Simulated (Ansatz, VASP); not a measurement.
One calculation of ZnS, two programs

POSCAR

```
ZnS
1.0
    0.0000000000      2.7815112070      2.7815112070
    2.7815112070      0.0000000000      2.7815112070
    2.7815112070      2.7815112070      0.0000000000
Zn S
1 1
Direct
    0.2500000000      0.2500000000      0.2500000000
    0.0000000000      0.0000000000      0.0000000000
```

INCAR.step1

```
ALGO = Normal
EDIFF = 1E-4
ENCUT = 520
GGA = PE
ISMEAR = 0
LASPH = True
LCHARG = False
LREAL = False
LWAVE = True
NBANDS = 16
NELM = 80
PREC = Accurate
SIGMA = 0.02
```

Contents of INCAR.step2:

```
ALGO = Normal
EDIFF = 1E-6
ENCUT = 520
ISIF = 2
ISMEAR = 0
ISTART = 1
LASPH = True
LCHARG = False
LMIXTAU = True
LREAL = False
LWAVE = False
METAGGA = R2SCAN
NBANDS = 16
NELM = 80
PREC = Accurate
SIGMA = 0.02
```

File KPOINTS:

```
k-points
0
Gamma
  8 8 8
```

Input for Ansatz:

```yaml
crystal:
  lattice:
    - [0.0, 2.781511207, 2.781511207]
    - [2.781511207, 0.0, 2.781511207]
    - [2.781511207, 2.781511207, 0.0]
  atoms:
    - { symbol: Zn, position: [0.25, 0.25, 0.25] }
    - { symbol: S, position: [0.0, 0.0, 0.0] }
basis:
  ecutwfc: 500
kpoints:
  mp_grid: { grid: [8, 8, 8] }
hamiltonian:
  xc: r2scan
scf:
  occupations: { method: gaussian, width: 0.02 }
output:
  forces: true
  stress: true
  eigenvalues: true
  write_density: true
  write_potential: true
  elf: true
  volumetric_format: npy
```

Alike in both runs: task single point; functional r2SCAN; k mesh 8 × 8 × 8; occupations gaussian, width 0.02 eV; no spin polarisation.

```csv
,VASP,Ansatz
version,VASP 6.6.1,Ansatz 0.2.0
potentials or method,"VASP PAW PBE potentials, release 64 (Zn, S)","scalar-relativistic, plane waves, PAW"
plane-wave cutoff (eV),520,500
valence electrons in the cell,18,18
```

Ansatz gave:

* gap on the k mesh at the Fermi level (eV): 2.27
* least direct gap on the mesh (eV): 2.27
* pressure (GPa): -6.1

**Question.** What did VASP give for the same quantities?

**Answer.** gap on the k mesh at the Fermi level (eV): 2.28; least direct gap on the mesh (eV): 2.28; pressure (GPa): -6.1.

Caveats: the PAW data sets were made with another functional, which shifts forces and pressure a little (VASP). r2SCAN opens gaps a little over a GGA but as a rule still falls short of measured ones.
